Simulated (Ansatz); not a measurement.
# Zr2NS2 MXene monolayer in a perpendicular field

Aim: how the Zr2NS2 MXene monolayer screens a field along its normal, and what the field does to its bands. A positive field points along +c.

Main program and level: Ansatz 0.2.0; plane-wave DFT, PBE-D3(BJ), Ansatz PAW.

## Step 1: The starting structure

The cell holds 5 atoms: 2 S, 2 Zr and 1 N. Cell: a = 3.217 Å, b = 3.217 Å, c = 43.448 Å, α = 90.0°, β = 90.0°, γ = 120.0°. Vacuum lies along c.

## Step 2: Relaxation

The starting cell is a guess, so the in-plane lattice and the atoms are relaxed first, with the slab cut off from its images along the normal.

File input.yaml:

```yaml
crystal:
  lattice:
    - [3.2175, 0.0, 0.0]
    - [-1.60875, 2.7864367367, 0.0]
    - [0.0, 0.0, 43.4484494511]
  atoms:
    - { symbol: S, position: [0.3333333333, 0.6666666667, 0.4280935277] }
    - { symbol: Zr, position: [0.6666666667, 0.3333333333, 0.4707805504], spin: 1.0 }
    - { symbol: "N", position: [0.0, 0.0, 0.5] }
    - { symbol: Zr, position: [0.3333333333, 0.6666666667, 0.5292194496], spin: 1.0 }
    - { symbol: S, position: [0.6666666667, 0.3333333333, 0.5719064723] }
  periodic: [true, true, false]
magnetization:
  spin_polarized: true
kpoints:
  mp_grid: { grid: [12, 12, 1] }
hamiltonian:
  xc: pbe
  dispersion: d3bj
scf:
  occupations: { method: fermi_dirac, width: 0.05 }
  convergence: { dr2_threshold: 1.0e-09 }
relax:
  f_tol: 0.004
  max_steps: 90
  cell: {}
output:
  write_potential: true
  write_density: true
  volumetric_format: npy
```

Command:

```
ansatz run input.yaml --threads 4 --pin off --max-ram 6144MiB --backend cpu --events-out ev --progress --plain --runs-dir out
```

Numbers of over 12 decimals in the logs are rounded to 6 here.

What it wrote:

```text
Warning: relax.cell: scf.convergence.dr2_threshold = 1e-9 eV is looser than the 1.8938525231e-10 eV advised for a relaxation that steers and ends on the stress (1e-10 eV for each atom of the cell: 5, times the square of relax.cell.stress_2d_tol = 0.05 N/m over 16.2 Å (the atoms' height at the walk's start and 5 Å past either face), 3.077e-2 GPa, over a crystal's default 0.05). What an SCF threshold leaves in a stress goes as its square root, and in the free energy as the threshold itself, and one threshold admits the most on a small cell: [figures from the program's tests cut] Set scf.convergence.dr2_threshold to 1.8938525231e-10 eV or tighter. [rest of the remark cut]
Engine: ansatz 0.2.0, x86_64-unknown-linux-gnu
Pseudopotentials: kind: paw
Pseudopotential: S, paw, valence charge 6, recommended cutoff 420 eV (normal), S.paw.azcp
Pseudopotential: Zr, paw, valence charge 12, recommended cutoff 420 eV (normal), Zr.paw.azcp
Pseudopotential: N, paw, valence charge 5, recommended cutoff 420 eV (normal), N.paw.azcp
Functional definition: PBE
  parameter kappa = 0.804
  parameter beta = 0.066725
  exchange = pbe_x(kappa = kappa, mu = beta*pi^2/3)
  correlation = pbe_c(beta = beta)
Crystal: 5 atoms, lattice volume = 389.531 Å³
Basis set: ecut = 420 eV, 7717 PW (Γ), exchange–correlation on 48×48×600 points (8 copies of the dense FFT grid, shifted against one another)
Bands: 27, of which v1, the nominal top of the filled ones, is band 21 counted from 1 (20 counted from 0)
Symmetry: 12 space group operations
Space group: P-3m1 (ITA 164), of the structure as read, at distance tolerance 7.3e-5 Å
Magnetic group: BNS 164.85 (UNI 1315), of the structure as read, at distance tolerance 7.3e-5 Å
k-points: 19 of 144
Non-local potential: S, projectors of the file, l = 0: 2, l = 1: 2, l = 2: 2
Non-local potential: Zr, projectors of the file, l = 0: 3, l = 1: 2, l = 2: 2, l = 3: 2
Non-local potential: N, projectors of the file, l = 0: 2, l = 1: 2, l = 2: 1
PAW form: soft (Blöchl's): semilocal exchange-correlation on the pseudo side does not see the compensation charge
PAW one-centre angular grid: S, 110 points (default); XC on 64 Gauss nodes
PAW one-centre angular grid: Zr, 590 points (default); XC on 64 Gauss nodes
PAW one-centre angular grid: N, 110 points (default); XC on 64 Gauss nodes
Initial density: superposition of atomic densities (neutral atoms: chi_scale 0, normalization atom)
Starting moments: Σ|m| = 2 μB on 2 of 5 sites
Initial wavefunctions: pseudopotential atomic-orbital guess
Functional: x = pbe(κ = 0.804, μ = 0.219515), c = pbe(β = 0.066725)
SCF iter   1: F=—  HF=-10566.586818 eV  |F-HF|=—  |Δ(HF+E_count)|=         —  Δρ=2.29e-2 (↑2.29e-2 ↓2.16e-2)  dr2=1.20e1  dr2_m=1.57e-1  M=0.611 μB ∫|m|=0.734 μB  β_m=0.30  ethr=3.10e-3  ⟨swp⟩=13.5  Hψ=8022  notcnv=0
Mixer restart at iter 1: flushing history
preconditioner: auto → LDOS  [metal: Δε(μ)=0.011 eV  Ē_g=9.197 eV  σ=0.050 eV  W_gap=0.05  n_scr=24 (ndim 8)  ℏωp=9.4 eV  f_vac=0.764  D(μ)=3.13/eV (n_scr^D=16)]
spin=Collinear: LDOS preconditioning applied to the charge; magnetization (m = ρ↑ − ρ↓) channel mixes plain (no charge-response kernel on spin).
SCF iter   2: F=—  HF=-10564.714339 eV  |F-HF|=—  |Δ(HF+E_count)|=    1.87e0  Δρ=1.29e-2 (↑1.29e-2 ↓1.14e-2)  dr2=3.38e0  dr2_m=9.57e-2  M=0.456 μB ∫|m|=0.609 μB  β_m=0.46  ethr=3.10e-3  ⟨swp⟩=3.4  Hψ=2276  notcnv=0  defer=48
SCF iter   3: F=—  HF=-10564.108898 eV  |F-HF|=—  |Δ(HF+E_count)|=   6.05e-1  Δρ=4.34e-3 (↑4.34e-3 ↓3.56e-3)  dr2=1.03e-1  dr2_m=1.83e-2  M=0.257 μB ∫|m|=0.373 μB  β_m=0.63  ethr=3.10e-3  ⟨swp⟩=3.4  Hψ=2502  notcnv=0  defer=51
SCF iter   4: F=—  HF=-10564.192900 eV  |F-HF|=—  |Δ(HF+E_count)|=         —  Δρ=1.66e-3 (↑1.66e-3 ↓1.21e-3)  dr2=1.42e-2  dr2_m=4.86e-3  M=0.066 μB ∫|m|=0.123 μB  β_m=0.63  ethr=2.50e-4  ⟨swp⟩=3.9  Hψ=2895  notcnv=0  defer=50
SCF iter   5: F=—  HF=-10564.195512 eV  |F-HF|=—  |Δ(HF+E_count)|=   2.61e-3  Δρ=5.37e-4 (↑5.11e-4 ↓5.37e-4)  dr2=4.11e-4  dr2_m=8.43e-4  M=0.032 μB ∫|m|=0.065 μB  β_m=0.73  ethr=3.47e-5  ⟨swp⟩=3.7  Hψ=2379  notcnv=0  defer=50
SCF iter   6: F=—  HF=-10564.196776 eV  |F-HF|=—  |Δ(HF+E_count)|=   1.26e-3  Δρ=2.50e-4 (↑2.50e-4 ↓2.08e-4)  dr2=1.63e-4  dr2_m=1.69e-4  M=0.014 μB ∫|m|=0.030 μB  β_m=0.80  ethr=1.00e-6  ⟨swp⟩=3.6  Hψ=2453  notcnv=0  defer=50
SCF iter   7: F=—  HF=-10564.197026 eV  |F-HF|=—  |Δ(HF+E_count)|=   2.49e-4  Δρ=7.47e-5 (↑6.65e-5 ↓7.47e-5)  dr2=1.10e-5  dr2_m=1.64e-5  M=0.003 μB ∫|m|=0.009 μB  β_m=0.90  ethr=3.97e-7  ⟨swp⟩=3.2  Hψ=2249  notcnv=0  defer=50
SCF iter   8: F=—  HF=-10564.197062 eV  |F-HF|=—  |Δ(HF+E_count)|=   3.63e-5  Δρ=1.73e-5 (↑1.73e-5 ↓8.07e-6)  dr2=1.45e-6  dr2_m=3.41e-7  M=0.000 μB ∫|m|=0.001 μB  β_m=0.87  ethr=2.68e-8  ⟨swp⟩=3.6  Hψ=2455  notcnv=0  defer=50
SCF iter   9: F=—  HF=-10564.197063 eV  |F-HF|=—  |Δ(HF+E_count)|=   7.13e-7  Δρ=4.43e-6 (↑2.69e-6 ↓4.43e-6)  dr2=7.80e-8  dr2_m=2.80e-8  M=-0.000 μB ∫|m|=0.000 μB  β_m=0.94  ethr=3.55e-9  ⟨swp⟩=3.4  Hψ=2366  notcnv=0  defer=50
SCF iter  10: F=—  HF=-10564.197063 eV  |F-HF|=—  |Δ(HF+E_count)|=   3.46e-7  Δρ=1.05e-6 (↑1.04e-6 ↓1.05e-6)  dr2=1.16e-8  dr2_m=1.10e-9  M=-0.000 μB ∫|m|=0.000 μB  β_m=0.85  ethr=1.90e-10  ⟨swp⟩=3.6  Hψ=2472  notcnv=0  defer=50
SCF iter  11: F=—  HF=-10564.197063 eV  |F-HF|=—  |Δ(HF+E_count)|=   1.99e-8  Δρ=2.68e-7 (↑2.68e-7 ↓1.94e-7)  dr2=1.29e-9  dr2_m=9.89e-11  M=-0.000 μB ∫|m|=0.000 μB  β_m=0.82  ethr=2.83e-11  ⟨swp⟩=3.0  Hψ=2140  notcnv=0  defer=50
SCF iter  12: F=-10564.197063 eV  HF=-10564.197063 eV  |F-HF|=1.79e-9  |Δ(HF+E_count)|=   3.90e-9  Δρ=7.90e-8 (↑7.41e-8 ↓7.90e-8)  dr2=1.62e-10  dr2_m=6.93e-12  M=-0.000 μB ∫|m|=0.000 μB  ethr=2.44e-12  ⟨swp⟩=8.7  Hψ=8205  notcnv=0
WARN: the starting moments were not kept: the SCF closed with an absolute magnetisation of 4.7e-6 μB, where they sum to 2 μB in size (2 sites). That is at most 0.1 of that sum. Measured as dr2_m measures the in/out step, that magnetisation stands 1.7e-12 eV from none, at or under the dr2_threshold of 1.0e-9 eV: it is no larger than a step whose dr2_m would equal this threshold. The system may hold no moment; this SCF [...]
SCF 1 converged in 12 iterations: F = -10564.197063 eV  dr2 = 1.62e-10
  greatest PAW one-centre occupation: 0.996 electrons in one spin orbital (limit 2), on the Zr atom at site 3 (counted from 0), in its partial waves of l = 0
[...]
relax step   6: F+E_penalty+E_count = -10565.12129259 eV  Δ(F+E_penalty+E_count) = -4.332e-4 eV  max|allowed force component| = 1.901e-3 eV/Å  Δτ_max = 0.0065 Å  P = -0.003 N/m  Ω = 436.420 Å³  energy of the carried Pulay correction = -6.999e-3 eV  fix = [c, alpha, beta]  reactions: c -0.000 N/m  (8 SCF iters, accepted)
[...]
relax step   7: F+E_penalty+E_count = -10565.13495444 eV  Δ(F+E_penalty+E_count) = -1.366e-2 eV  max|allowed force component| = 3.899e-3 eV/Å  Δτ_max = 0.0000 Å  P = +0.216 N/m  Ω = 436.420 Å³  fix = [c, alpha, beta]  reactions: c +0.000 N/m  stress off target by 2.16e-1 N/m on what of the cell is left free  SCF on the basis re-selected at this cell (its energy is not comparable with the rows above)  (6 SCF iters)
[...]
relax step   8: F+E_penalty+E_count = -10565.13496166 eV  Δ(F+E_penalty+E_count) = -7.219e-6 eV  max|allowed force component| = 4.675e-3 eV/Å  Δτ_max = 0.0023 Å  P = +0.002 N/m  Ω = 437.248 Å³  energy of the carried Pulay correction = -1.216e-4 eV  fix = [c, alpha, beta]  reactions: c +0.000 N/m  (8 SCF iters, accepted)
[...]
relax step   9: F+E_penalty+E_count = -10565.13496501 eV  Δ(F+E_penalty+E_count) = -3.351e-6 eV  max|allowed force component| = 1.694e-4 eV/Å  Δτ_max = 0.0002 Å  P = +0.000 N/m  Ω = 437.232 Å³  energy of the carried Pulay correction = -1.193e-4 eV  fix = [c, alpha, beta]  reactions: c +0.000 N/m  (5 SCF iters, accepted)
iter 1 solved again at ethr=1.88e-7 eV; its pass at ethr=3.10e-3 eV (dr2=7.72e-5 eV) is discarded
SCF iter   1: F=—  HF=-10565.135251 eV  |F-HF|=—  |Δ(HF+E_count)|=         —  Δρ=1.47e-6 (↑1.47e-6 ↓1.47e-6)  dr2=5.33e-9  dr2_m=3.44e-12  M=0.000 μB ∫|m|=0.000 μB  β_m=0.65  ethr=1.88e-7  ⟨swp⟩=6.8  Hψ=12918  notcnv=0
eigensolver tolerance schedule: the retry pair's looser diagonalisation over-reported the residual by 14478.58 of it (diagonalisation noise at 7.31 of the residual, at the tolerance the schedule requests for it); recorded, not acted on — ethr = c·dr2/N_el stays at c = 1.0e-1
spin=Collinear: LDOS preconditioning applied to the charge; magnetization (m = ρ↑ − ρ↓) channel mixes plain (no charge-response kernel on spin).
SCF iter   2: F=—  HF=-10565.135075 eV  |F-HF|=—  |Δ(HF+E_count)|=   1.77e-4  Δρ=5.70e-7 (↑5.65e-7 ↓5.70e-7)  dr2=3.16e-9  dr2_m=9.70e-13  M=0.000 μB ∫|m|=0.000 μB  β_m=0.45  ethr=1.30e-11  ⟨swp⟩=6.6  Hψ=4428  notcnv=0
SCF iter   3: F=—  HF=-10565.135076 eV  |F-HF|=—  |Δ(HF+E_count)|=   1.03e-6  Δρ=3.89e-7 (↑3.86e-7 ↓3.89e-7)  dr2=4.25e-10  dr2_m=6.39e-13  M=0.000 μB ∫|m|=0.000 μB  β_m=0.68  ethr=7.71e-12  ⟨swp⟩=2.7  Hψ=1603  notcnv=0
SCF iter   4: F=-10565.135078 eV  HF=-10565.135078 eV  |F-HF|=3.55e-8  |Δ(HF+E_count)|=   2.22e-6  Δρ=5.04e-8 (↑5.04e-8 ↓4.91e-8)  dr2=6.88e-11  dr2_m=7.04e-14  M=0.000 μB ∫|m|=0.000 μB  ethr=1.04e-12  ⟨swp⟩=12.8  Hψ=8908  notcnv=0
the starting moments were not kept: the SCF closed with an absolute magnetisation of 8.1e-7 μB, where they sum to 2 μB in size (2 sites). That is at most 0.1 of that sum. Measured as dr2_m measures the in/out step, that magnetisation stands 5.4e-14 eV from none, at or under the dr2_threshold of 1.0e-9 eV: it is no larger than a step whose dr2_m would equal this threshold.
SCF 10 converged in 4 iterations: F = -10565.135078 eV  dr2 = 6.88e-11
relax step  10: F+E_penalty+E_count = -10565.13507791 eV  Δ(F+E_penalty+E_count) = -1.129e-4 eV  max|allowed force component| = 1.406e-4 eV/Å  Δτ_max = 0.0000 Å  P = +0.001 N/m  Ω = 437.232 Å³  fix = [c, alpha, beta]  reactions: c +0.000 N/m  stress off target by 7.56e-4 N/m on what of the cell is left free  SCF on the basis re-selected at this cell (its energy is not comparable with the rows above)  (4 SCF iters)
basis re-selected at this cell: Δ(F+E_penalty+E_count) = -1.129e-4 eV, ΔP = +0.001 N/m vs the last step (what re-selecting the basis moved, of the pressure what is left beyond the Pulay correction that the steps carried, after the strain that the cell walked since its last selection, with what the two solves' SCF thresholds leave and, on support functions, any second-order correction that the steps lacked; it is no m [...]
WARN: The input density's exchange-correlation potential varies sharply where the density is thin. Do not read a vacuum level from v_tot or v_xc, or from such a field of the output density. On a cell that repeats whose density bears no net charge and no dipole along the vacuum's axis use v_es (v_loc + v_h of the components); under efield.dipole_correction with no amplitude use v_es + v_field, which holds any external [...]
SCF converged after 4 iterations
Magnetization: 0.0000 μB (20.5000 up, 20.5000 down)
Absolute magnetization: 0.0000 μB (∫|ρ↑−ρ↓|, with the PAW one-centre terms)
Spin contamination: 0.0000 ħ² per cell (⟨S²⟩ above its minimum at these occupations)
Per-site moments (μB) at R_I (Å): [(2.5833947751884388e-9, 1.039970), (1.136896223261377e-7, 0.969857), (-1.3449197025248446e-7, 0.969857), (1.1368962235647319e-7, 0.969857), (2.5833948047212007e-9, 1.039970)]
Free energy (F): -10565.135078 eV
Harris-Foulkes:  -10565.135078 eV  (|F-HF|=3.55e-8)
Internal energy: -10565.119653 eV  (E = F + TS)
E sigma→0 (E₀):  -10565.127365 eV
Entropy (-TS):   -0.015425 eV (-3.085 meV/atom)
Fermi energy:    -5.773658 eV
--- Per-component energies (eV) ---
  E_band       = -900.192650
  E_kinetic    = 1014.197451
  E_local      = -132644.656270  (includes V_loc(G=0)·N_el)
  E_nonlocal   = 258.467743
  E_hartree    = 65648.654188
  E_xc         = -581.322471
  E_vxc        = -637.956257  (∫ρ·V_xc dr)
  E_paw        = -7234.274009  (= ΣΔE_a)
  E_vpaw       = -187.555144  (= ΣTr[D̂ρ^β])
  E_aug_tail   = 0.000139  (compensation charges beyond the density's cutoff)
  E_ewald      = 62975.391127
  E_disp       = -1.577552  (pairwise vdW)
  E_smearing   = -0.015425  (= −TS)
  E_closure    = -0.000000  (closes the sum)
  Σ components = -10565.135078   (vs F -10565.135078, Δ=0.00e0)
--- Forces (eV/Å), atoms counted from 1 ---
  atom   1  S      0.00000000     0.00000000    -0.00007099
  atom   2  Zr     0.00000000     0.00000000     0.00014058
  atom   3  N     -0.00000000    -0.00000000     0.00000000
  atom   4  Zr     0.00000000     0.00000000    -0.00014058
  atom   5  S     -0.00000000     0.00000000     0.00007099
  max |Σ_I F_I| component: 1.85e-17 eV/Å
--- 2D stress c σ (N/m, compression-positive) ---
        0.000756       0.000000       0.000000
       -0.000000       0.000756       0.000000
        0.000000       0.000000       0.000000
  P = ½ c Tr σ = 0.0008 N/m
--- Band table (eV; the first three rows and the last of 38) ---
  k-point 0 ↑: bands = [... 17 lower, -7.5370, -6.4095, -6.4095, -5.2845, -5.2845, -4.8613, -3.8471, -3.4626, ... 2 higher]
  k-point 1 ↑: bands = [... 17 lower, -7.1349, -7.0011, -6.6828, -5.3443, -4.9758, -4.7168, -3.6729, -3.4845, ... 2 higher]
  k-point 2 ↑: bands = [... 17 lower, -7.5806, -7.1646, -7.0324, -5.7957, -4.5059, -4.3448, -3.6596, -3.0709, ... 2 higher]
  k-point 18 ↓: bands = [... 17 lower, -8.6771, -8.4604, -8.4604, -4.3707, -4.3707, -3.9044, -2.3444, -2.3444, ... 2 higher]
  the weakly bound empty levels are not read free of the cell's end (no_gap_told)
--- Relaxed structure (8 steps of the walk, 8 accepted, 2 SCFs on fresh bases) ---
  F+E_penalty+E_count = -10565.13507791 eV   max|allowed force component| = 1.406e-4 eV/Å   (the final SCF, on the basis selected at the relaxed cell)
  cell:  # Å, volume = 437.2323 Å³
    - [3.408817, 0.0, 0.0]
    - [-1.704408, 2.952122, 0.0]
    - [0.0, 0.0, 43.4484494511]
  atoms:
    - { symbol: S, position: [0.333333, 0.666667, 0.434128] }
    - { symbol: Zr, position: [0.666667, 0.333333, 0.470394] }
    - { symbol: N, position: [0, 0, 0.500000] }
    - { symbol: Zr, position: [0.333333, 0.666667, 0.529606] }
    - { symbol: S, position: [0.666667, 0.333333, 0.565872] }
```

Wall time 1.8 min (4 threads of Intel Xeon Platinum 8259CL at 2.50GHz (Skylake/Cascade Lake), shared host); peak memory 1.2 GiB; 6.7 min of CPU time.

Step by step:

| step | energy less that of the first step (eV) | largest force component (eV/Å) | volume (Å³) |
| --- | --- | --- | --- |
| 1 | 0.0000 | 2.1875 | 389.53 |
| 2 | -0.7491 | 0.5143 | 408.73 |
| 3 | -0.7940 | 1.2834 | 448.47 |
| 4 | -0.9155 | 0.1360 | 440.43 |
| 5 | -0.9238 | 0.0512 | 436.91 |
| 6 | -0.9242 | 0.0019 | 436.42 |
| 7* | -0.9379 | 0.0039 | 436.42 |
| 8 | -0.9379 | 0.0047 | 437.25 |
| 9 | -0.9379 | 0.0002 | 437.23 |
| 10* | -0.9380 | 0.0001 | 437.23 |

Relaxation steps marked * repeat the geometry before them on a plane-wave basis chosen anew for their cell, so energy and pressure can jump there.

Forces are held to the 12 operations that the run works with; a distortion that breaks them can't arise in this run.

| cell as run | before | after | change |
| --- | --- | --- | --- |
| a (Å) | 3.217 | 3.409 | +5.9 % |
| b (Å) | 3.217 | 3.409 | +5.9 % |

The atoms that moved most (Å, along periodic axes as changes of fractional coordinates times the final cell, across vacuum about the mean position):

| atom | dx | dy | dz | length |
| --- | --- | --- | --- | --- |
| S5 | 0.000 | 0.000 | -0.262 | 0.262 |
| S1 | 0.000 | 0.000 | 0.262 | 0.262 |
| Zr4 | 0.000 | 0.000 | 0.017 | 0.017 |
| Zr2 | 0.000 | 0.000 | -0.017 | 0.017 |

Final coordinates:

```xyz
5
Lattice="3.4088 0.0000 0.0000 -1.7044 2.9521 0.0000 0.0000 0.0000 43.4484" Properties=species:S:1:pos:R:3
S     0.0000    1.9681   18.8622
Zr    1.7044    0.9840   20.4379
N     0.0000    0.0000   21.7242
Zr    0.0000    1.9681   23.0106
S     1.7044    0.9840   24.5862
```

Numbers from this step:

- energy at zero smearing: -10565.1274 eV

The lattice constant a goes from 3.217 to 3.409 Å.

(Part 1 of 3 ends here.)

[Logs are printed without paths, hosts, clocks, repeated set-up lines and the standing remarks that a program may print on its own settings, such as how far it seeks lower states.]

[Hosts, paths, dates, database ids (printed as entryN), source tags and the programs' standing remarks are cut or masked in the printed files.]

[Maps of the electrostatic potential energy from Ansatz leave out the sawtooth potential of an applied field or a dipole correction, so their vacuum need not be flat; planar profiles and work functions include it.]
